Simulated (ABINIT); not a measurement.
# Pd (Fm-3m) in ABINIT: convergence with k mesh

Aim: find how far k mesh must go before the results for Pd settle, at LDA. This setting moves, with any that are tied to it; all else stays.

Program: ABINIT 10.8.3 (patched build). These are calculated values, not measurements. Logs are shortened: lines on timing, memory, paths and dates and some standing lists are left out, and cuts for length are marked. The log counts tension as positive stress, the text compression.

### 1 The crystal as given

Symmetry: Fm-3m, No. 225, cubic system. The conventional cell has a = 3.893 Å, b = 3.893 Å, c = 3.893 Å, α = 90.00°, β = 90.00°, γ = 90.00°. Pd (site symmetry m-3m) is surrounded by 12 Pd at 2.75 Å.

### 2 With k mesh 2 × 2 × 2

run.abi

```
# Pseudopotentials
pp_dirpath "./"
pseudos "Pd.LDA_PW-JTH.xml"

# Structure
acell 3*1.0
rprim
     0.0000000000     3.6783519016     3.6783519016
     3.6783519016     0.0000000000     3.6783519016
     3.6783519016     3.6783519016     0.0000000000
ntypat 1
znucl 46
natom 1
typat 1
xred
     0.0000000000     0.0000000000     0.0000000000

# Plane-wave basis
ecut 22.0
pawecutdg 44.0

# k points
kptopt 1
ngkpt 2 2 2
nshiftk 1
shiftk 0.0 0.0 0.0

# Exchange and correlation
ixc 7

# Bands and occupations
nband 13
occopt 4
tsmear 0.1 eV

# SCF cycle
nstep 100
tolvrs 1.0e-9

# Output
iomode 3
prtwf 0
prtden 0
prteig 0
prtebands 0
enunit 1
```

Potentials or basis: JTH PAW LDA v2.0.

Run with:

```
abinit run.abi > log 2>&1
```

Wall time 2.7 s (1 thread of Arm Neoverse V1, shared host); peak memory 0.08 GiB.

It converged, with:

```
Free energy                                           : -3508.9304 eV
Pressure                                              : 50.3 GPa
Band gap on the k mesh                                : none (metal or under the smearing width)
Valence electrons inside the program's atomic spheres : Pd 16.98 (radii [1.3291] Å)
```

### 3 With k mesh 4 × 4 × 4

run.abi: that of step 2 with these lines changed.

```diff
@@ -23,3 +23,3 @@
 kptopt 1
-ngkpt 2 2 2
+ngkpt 4 4 4
 nshiftk 1
```

Potentials or basis: JTH PAW LDA v2.0.

Run with:

```
abinit run.abi > log 2>&1
```

Wall time 4 s (1 thread of Arm Neoverse V1, shared host); peak memory 0.08 GiB.

It converged, with:

* Free energy: -3512.5023 eV
* Pressure: -9.0 GPa
* Band gap on the k mesh: none (metal or under the smearing width)
* Valence electrons inside the program's atomic spheres: Pd 16.93 (radii [1.3291] Å)

### 4 With k mesh 5 × 5 × 5

run.abi: that of step 3 with these lines changed.

```diff
@@ -23,3 +23,3 @@
 kptopt 1
-ngkpt 4 4 4
+ngkpt 5 5 5
 nshiftk 1
```

Run with:

```
abinit run.abi > log 2>&1
```

Run time: 4.9 s. Hardware: 1 thread of Arm Neoverse V1, shared host; peak memory 0.08 GiB.

It converged, with:

```yaml
Free_energy: -3512.1906 eV
Pressure: -6.2 GPa
Band_gap_on_the_k_mesh: none (metal or under the smearing width)
Valence_electrons_inside_the_program's_atomic_spheres: Pd 16.91 (radii [1.3291] Å)
```

### 5 With k mesh 7 × 7 × 7

run.abi: that of step 4 with these lines changed.

```diff
@@ -23,3 +23,3 @@
 kptopt 1
-ngkpt 5 5 5
+ngkpt 7 7 7
 nshiftk 1
```

Run with:

```
abinit run.abi > log 2>&1
```

It took 8.4 s on 1 thread of Arm Neoverse V1, shared host; peak memory 0.08 GiB.

Results (log left out):

```yaml
Free_energy: -3512.3598 eV
Pressure: -7.9 GPa
Band_gap_on_the_k_mesh: none (metal or under the smearing width)
Valence_electrons_inside_the_program's_atomic_spheres: Pd 16.92 (radii [1.3291] Å)
```

### 6 With k mesh 9 × 9 × 9

run.abi: that of step 5 with these lines changed.

```diff
@@ -23,3 +23,3 @@
 kptopt 1
-ngkpt 7 7 7
+ngkpt 9 9 9
 nshiftk 1
```

Potentials or basis: JTH PAW LDA v2.0.

Run with:

```
abinit run.abi > log 2>&1
```

Wall time 15 s (1 thread of Arm Neoverse V1, shared host); peak memory 0.09 GiB.

The run converged. Its results:

| Item | Value |
| --- | --- |
| Free energy | -3512.3648 eV |
| Pressure | -9.2 GPa |
| Band gap on the k mesh | none (metal or under the smearing width) |
| Valence electrons inside the program's atomic spheres | Pd 16.91 (radii [1.3291] Å) |

### 7 With k mesh 11 × 11 × 11

run.abi: that of step 6 with these lines changed.

```diff
@@ -23,3 +23,3 @@
 kptopt 1
-ngkpt 9 9 9
+ngkpt 11 11 11
 nshiftk 1
```

Run with:

```
abinit run.abi > log 2>&1
```

Run time: 25 s. Hardware: 1 thread of Arm Neoverse V1, shared host; peak memory 0.09 GiB.

The run converged. Its results:

```yaml
Free_energy: -3512.3411 eV
Pressure: -8.3 GPa
Band_gap_on_the_k_mesh: none (metal or under the smearing width)
Valence_electrons_inside_the_program's_atomic_spheres: Pd 16.91 (radii [1.3291] Å)
```

### 8 With k mesh 13 × 13 × 13

run.abi: that of step 7 with these lines changed.

```diff
@@ -23,3 +23,3 @@
 kptopt 1
-ngkpt 11 11 11
+ngkpt 13 13 13
 nshiftk 1
```

Run with:

```
abinit run.abi > log 2>&1
```

Wall time 37 s (1 thread of Arm Neoverse V1, shared host); peak memory 0.1 GiB.

It converged, with:

| Property | Result |
| --- | --- |
| Free energy | -3512.3597 eV |
| Pressure | -8.6 GPa |
| Band gap on the k mesh | none (metal or under the smearing width) |
| Valence electrons inside the program's atomic spheres | Pd 16.91 (radii [1.3291] Å) |

### 9 With k mesh 15 × 15 × 15

run.abi: that of step 8 with these lines changed.

```diff
@@ -23,3 +23,3 @@
 kptopt 1
-ngkpt 13 13 13
+ngkpt 15 15 15
 nshiftk 1
```

Potentials or basis: JTH PAW LDA v2.0.

Run with:

```
abinit run.abi > log 2>&1
```

Run time: 56 s. Hardware: 1 thread of Arm Neoverse V1, shared host; peak memory 0.11 GiB.

The run converged. Its results:

| Property | Result |
| --- | --- |
| Free energy | -3512.3630 eV |
| Pressure | -8.9 GPa |
| Band gap on the k mesh | none (metal or under the smearing width) |
| Valence electrons inside the program's atomic spheres | Pd 16.91 (radii [1.3291] Å) |

### 10 With k mesh 18 × 18 × 18

run.abi: that of step 9 with these lines changed.

```diff
@@ -23,3 +23,3 @@
 kptopt 1
-ngkpt 15 15 15
+ngkpt 18 18 18
 nshiftk 1
```

Potentials or basis: JTH PAW LDA v2.0.

Run with:

```
abinit run.abi > log 2>&1
```

run.abo:

```text
.Version 10.8.3 of ABINIT
 Symmetries : space group Fm -3 m (#225); Bravais cF (face-center cubic)
================================================================================
 Values of the parameters that define the memory need of the present run
     intxc =       0    ionmov =       0      iscf =      17    lmnmax =      18
     lnmax =       6     mgfft =      24  mpssoang =       3    mqgrid =    3001
     natom =       1  nloc_mem =       2    nspden =       1   nspinor =       1
    nsppol =       1      nsym =      48    n1xccc =       1    ntypat =       1
    occopt =       4   xclevel =       1
       mpw =         528          nfft =       13824          nkpt =         195
 PAW method is used; the additional fine FFT grid is defined by:
   mgfftf=        32    nfftf =     32768
================================================================================
================================================================================

--------------------------------------------------------------------------------
------------- Echo of variables that govern the present computation ------------
--------------------------------------------------------------------------------
 -outvars: echo values of preprocessed input variables --------
            acell      1.0000000000E+00  1.0000000000E+00  1.0000000000E+00 Bohr
              amu      1.06420000E+02
             ecut      2.20000000E+01 Hartree
           enunit           1
                       outvar_i_n : Printing only first  50 k-points.
              ixc           7
                       outvar_i_n : Printing only first  50 k-points.
         kptrlatt       18    0    0      0   18    0      0    0   18
          kptrlen      9.36355526E+01
            natom           1
            nband          13
            ngfft          24      24      24
          ngfftdg          32      32      32
             nkpt         195
            nstep         100
             nsym          48
           ntypat           1
                       prtocc : prtvol=0, do not print more k-points.
           occopt           4
        pawecutdg      4.40000000E+01 Hartree
           prtden           0
        prtebands           0
[... 165 lines left out ...]

--- !EnergyTerms
iteration_state     : {dtset: 1, }
comment             : Components of total free energy in Hartree
kinetic             :  1.32336740022213E+01
hartree             :  1.43399386753471E+01
xc                  : -4.27801447264018E+00
Ewald energy        : -1.00962017212567E+02
psp_core            :  8.10000212542931E+00
local_psp           : -4.95908985171201E+01
PAW spherical_terms : -9.91953725975562E+00
internal            : -1.29076852659085E+02
'-kT*entropy'       : -5.48967997340807E-07
total_energy        : -1.29076853208053E+02
total_energy_eV     : -3.51236010806012E+03
...

--- !EnergyTermsDC
iteration_state     : {dtset: 1, }
comment             : '"Double-counting" decomposition of free energy'
band_energy         : -1.04340530735539E+01
Ewald energy        : -1.00962017212567E+02
psp_core            :  8.10000212542931E+00
xc_dc               : -1.36705255498947E+01
PAW spherical_terms : -1.21102644979393E+01
internal            : -1.29076858208526E+02
'-kT*entropy'       : -5.48967997340807E-07
total_energy_dc     : -1.29076858757494E+02
total_energy_dc_eV  : -3.51236025906809E+03
...

--- !EnergyTermsWithPAWCore
iteration_state     : {dtset: 1, }
comment             : 'Components of total free energy, including PAW core contributions'
Total energy        : -5.04131793421256E+03
Total energy DC     : -5.04131793976200E+03
Total energy (eV)   : -1.37181249496649E+05
Total energy DC (eV): -1.37181249647657E+05
...

 Cartesian components of stress tensor (hartree/bohr^3)
  sigma(1 1)=  2.98843107E-04  sigma(3 2)=  0.00000000E+00
  sigma(2 2)=  2.98843107E-04  sigma(3 1)=  0.00000000E+00
  sigma(3 3)=  2.98843107E-04  sigma(2 1)=  0.00000000E+00

-Cartesian components of stress tensor (GPa)         [Pressure= -8.7923E+00 GPa]
- sigma(1 1)=  8.79226777E+00  sigma(3 2)=  0.00000000E+00
- sigma(2 2)=  8.79226777E+00  sigma(3 1)=  0.00000000E+00
- sigma(3 3)=  8.79226777E+00  sigma(2 1)=  0.00000000E+00

== END DATASET(S) ==============================================================
================================================================================

 -outvars: echo values of variables after computation  --------
            acell      1.0000000000E+00  1.0000000000E+00  1.0000000000E+00 Bohr
           etotal     -1.2907685876E+02
            fcart     -0.0000000000E+00 -0.0000000000E+00 -0.0000000000E+00
            rprim      0.0000000000E+00  3.6783519016E+00  3.6783519016E+00
                       3.6783519016E+00  0.0000000000E+00  3.6783519016E+00
                       3.6783519016E+00  3.6783519016E+00  0.0000000000E+00
           strten      2.9884310729E-04  2.9884310729E-04  2.9884310729E-04
                       0.0000000000E+00  0.0000000000E+00  0.0000000000E+00
 Calculation completed.
```

Wall time 82 s (1 thread of Arm Neoverse V1, shared host); peak memory 0.13 GiB.

Results:

```yaml
Free_energy: -3512.3603 eV
Pressure: -8.8 GPa
Band_gap_on_the_k_mesh: none (metal or under the smearing width)
Valence_electrons_inside_the_program's_atomic_spheres: Pd 16.91 (radii [1.3291] Å)
```

### 11 Result

```tsv
k mesh	energy less the tightest run (meV/atom)	pressure (GPa)	SCF cycles	CPU time (s)	peak memory (GiB)
2 × 2 × 2	3429.82	50.29	51	2.7	0.08
4 × 4 × 4	-142.03	-9.03	27	4	0.08
5 × 5 × 5	169.67	-6.15	25	4.9	0.08
7 × 7 × 7	0.49	-7.93	24	8.4	0.08
9 × 9 × 9	-4.52	-9.16	27	15	0.09
11 × 11 × 11	19.20	-8.31	29	25	0.09
13 × 13 × 13	0.51	-8.59	28	37	0.1
15 × 15 × 15	-2.75	-8.94	31	56	0.11
18 × 18 × 18	0.00	-8.79	28	82	0.13
```

Not settled before the last step: the energy (to 1 meV/atom), the pressure (to 0.1 GPa). Meshes of other sizes hit other points, so gaps and Fermi surfaces needn't settle smoothly. The tightest run that finished is the yardstick and may itself not be fully converged.
